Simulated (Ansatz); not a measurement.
Runs of Ansatz 0.2.0 on Pd. The structure is cubic, space group Fm-3m (No. 225). Conventional cell: a = 3.893 Å, b = 3.893 Å, c = 3.893 Å, α = 90.00°, β = 90.00°, γ = 90.00°. Pd (site symmetry m-3m) is surrounded by 12 Pd at 2.75 Å. 

```tsv
task	level	potentials or basis	cell	cutoff (eV)	smearing	basis error allowed	gap on the mesh (eV)	pressure (GPa)	relaxed volume (Å³/atom)
electron localisation function	RPBE-LYP	all-electron PAW datasets made for the crystal	as given	260	fermi-dirac 0.05 eV	-	none	23.1	-
relaxation of cell and atoms	revPBE+D3(BJ)	all-electron LAPW, scalar-relativistic	relaxed	-	fermi-dirac 0.05 eV	0.001 eV/atom	-	0.0	(b)
band structure	PBE	all-electron LAPW, scalar-relativistic	as given	266	fermi-dirac 0.05 eV	0.001 eV/atom	-	6.8	-
single point	PBE	all-electron LAPW, scalar-relativistic	as given	266	gaussian 0.1 eV	0.001 eV/atom	none	6.8	-
relaxation of cell and atoms	LDA	all-electron LAPW, scalar-relativistic	relaxed	-	fermi-dirac 0.05 eV	0.001 eV/atom	-	0.0	14.13
single point	r2SCAN+rVV10	all-electron PAW datasets made for the crystal	as given	260	fermi-dirac 0.05 eV	-	none	-0.7	-
band structure	PBEsol	all-electron LAPW, non-relativistic	as given	267	fermi-dirac 0.05 eV	0.001 eV/atom	-	6.8	-
single point	PBE	all-electron LAPW, scalar-relativistic	as given	266	gaussian 0.013 eV	0.001 eV/atom	none	6.8	-
relaxation of cell and atoms	BLYP+D3(BJ)	all-electron LAPW, scalar-relativistic	relaxed	-	fermi-dirac 0.05 eV	0.001 eV/atom	-	0.0	(a)
single point	PBE	all-electron LAPW, scalar-relativistic	as given	266	gaussian 0.016 eV	0.001 eV/atom	none	6.8	-
single point	PBE	all-electron LAPW, scalar-relativistic	as given	266	gaussian 0.021 eV	0.001 eV/atom	none	6.8	-
```

Alike in all rows: no spin polarisation; k mesh 12 × 12 × 12.

**Question.** Estimate the missing entries.

**Answer.** (a) 14.80; (b) 14.42.

Caveats: so large a pressure means that the cell lies far from this level's equilibrium, or that cutoff or potentials fall short (some runs); pairwise dispersion overbinds metals, which lowers pressure and volume (some runs); relativity is left out, which matters for the heavier elements (some runs).

A k mesh can miss the band edges, and the runs leave out spin-orbit coupling on Pd.

A gap of «none» marks a metal or a gap under the smearing width.

Not every run made on this cell is shown here.
